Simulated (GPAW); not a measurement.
## GaN: relaxation of cell and atoms with PBEsol

Crystal: GaN.

```xyz
2
Lattice="0.0000 2.2535 2.2535 2.2535 0.0000 2.2535 2.2535 2.2535 0.0000" Properties=species:S:1:pos:R:3 pbc="T T T"
Ga    0.0000    0.0000    0.0000
N     1.1268    1.1268    1.1268
```

The cell is a database's computed one.

```json
{
  "Program": "GPAW 26.7.0",
  "Task": "relaxation of cell and atoms",
  "Functional": "PBEsol",
  "Potentials or basis": "PAW data sets generated in the run's folder for this functional",
  "Cutoff": "800 eV",
  "Basis": "pw",
  "k mesh": "10 × 10 × 10",
  "Occupations": "fermi-dirac, width 0.05 eV",
  "Spin": "no spin polarisation",
  "Maxiter": "150",
  "Optimizer": "BFGS",
  "Fmax": "0.02 eV/Å",
  "Max steps": "60",
  "Convergence": "density=1e-05 forces=0.0001"
}
```

The relaxed volume is 11.79 Å³/atom. The relaxed cell is a = 3.219 Å, b = 3.219 Å, c = 3.219 Å, α = 60.00°, β = 60.00°, γ = 60.00° and the space group after relaxing (to 0.05 Å) is F-43m (No. 216). The energy gained by relaxing is 8.6 meV/atom, the ionic steps are 3 and the pressure after relaxing is 0.2 GPa. The band gap on the k mesh is 1.59 eV, direct.

The path:
```csv
step,energy change (eV),largest force (eV/Å),pressure (GPa),volume (Å³)
1,0.0000,0.0000,6.70,22.89
2,-0.0091,0.0000,4.38,23.12
3,-0.0173,0.0000,0.16,23.59
```

Final structure:
```cif
data_structure
_symmetry_space_group_name_H-M 'P 1'
_symmetry_Int_Tables_number 1
_cell_length_a 3.2192
_cell_length_b 3.2192
_cell_length_c 3.2192
_cell_angle_alpha 60.000
_cell_angle_beta 60.000
_cell_angle_gamma 60.000
_cell_volume 23.59
loop_
_atom_site_label
_atom_site_type_symbol
_atom_site_fract_x
_atom_site_fract_y
_atom_site_fract_z
_atom_site_occupancy
Ga1 Ga 0.00000 0.00000 0.00000 1
N1 N 0.25000 0.25000 0.25000 1
```

Levels at points of the mesh, in eV from the valence-band top:
| k point | band 1 | band 2 | band 3 | band 4 | band 5 | band 6 | band 7 |
| --- | --- | --- | --- | --- | --- | --- | --- |
| (0.00, 0.00, 0.00) | -15.60 | 0.00 | 0.00 | 0.00 | 1.59 | 10.11 | 10.11 |
| (0.50, 0.50, 0.00) | -12.68 | -6.10 | -2.58 | -2.58 | 3.25 | 6.48 | 11.43 |
| (0.50, 0.50, 0.50) | -13.39 | -6.86 | -0.92 | -0.92 | 4.46 | 8.57 | 10.16 |

It took 92 s on 1 thread of Intel(R) Xeon(R) Processor @ 2.50GHz (Skylake/Cascade Lake) (shared host), peak memory 0.17 GiB.

Caveat: the data sets keep Ga 3d, Li 1s and Be 1s frozen, and some such compounds lay over 1.5 % in volume off other programs; later steps reuse the first step's grids. As with any semilocal functional, this PBEsol gap is likely too small.
